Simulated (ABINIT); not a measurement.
Write the native input for ABINIT 10.8.3 (patched build) that does the following.

- Task: single point
- Functional: PBEsol
- Potentials or basis: JTH PAW PBE v2.0
- Cutoff: 707 eV
- k mesh: 12 × 12 × 7
- Occupations: fermi-dirac, width 0.05 eV
- Spin: collinear spin, ferromagnetic start
- Starting moments: [2.0, 2.0] μB
- Fine-grid cutoff: 1306.15 eV

Crystal: Co.

```
CELL_PARAMETERS angstrom
2.47200 0.00000 0.00000
-1.23600 2.14081 0.00000
0.00000 0.00000 4.02114
ATOMIC_POSITIONS crystal
Co 0.66667 0.33333 0.75000
Co 0.33333 0.66667 0.25000
```

One way to write it, as run:

run.abi

```
# Pseudopotentials
pp_dirpath "./"
pseudos "Co.GGA_PBE-JTH.xml"

# Structure
acell 3*1.0
rprim
     4.6714027971     0.0000000000     0.0000000000
    -2.3357013986     4.0455534936     0.0000000000
     0.0000000000     0.0000000000     7.5988610189
ntypat 1
znucl 27
natom 2
typat 1 1
xcart
     1.2359999517     0.7136049047     3.0158580600
    -0.0000000001     1.4272098096     1.0052860200 Angstrom

# Plane-wave basis
ecut 26.0
pawecutdg 48.0
pawxcdev 0

# k points
kptopt 1
ngkpt 12 12 7
nshiftk 1
shiftk 0.0 0.0 0.0

# Exchange and correlation
ixc -116133

# Bands and occupations
nband 22
occopt 3
tsmear 0.05 eV

# Spin
nsppol 2
spinat
     0.0000000000     0.0000000000     2.0000000000
     0.0000000000     0.0000000000     2.0000000000

# SCF cycle
nstep 100
tolvrs 1.0e-9

# Output
iomode 3
prtwf 0
prtden 0
prteig 0
prtebands 0
```

Potentials or basis: JTH PAW PBE v2.0.

Run with:

```console
$ abinit run.abi > log 2>&1
```

Results of the run:

- Pressure: -4.8 GPa
- Band gap on the k mesh: none (metal or under the smearing width)
- Net moment: 3.20 μB per cell
- Site moments: Co +1.67 μB
- Valence electrons inside the program's atomic spheres: Co 15.57 (radii [1.1161] Å)

Caveat: the PAW data sets were made with another functional, which shifts forces and pressure a little.

Run time: 110 s on 1 thread of AMD EPYC 7R43 64-Core Processor (Zen 3) (shared host), peak memory 0.18 GiB.
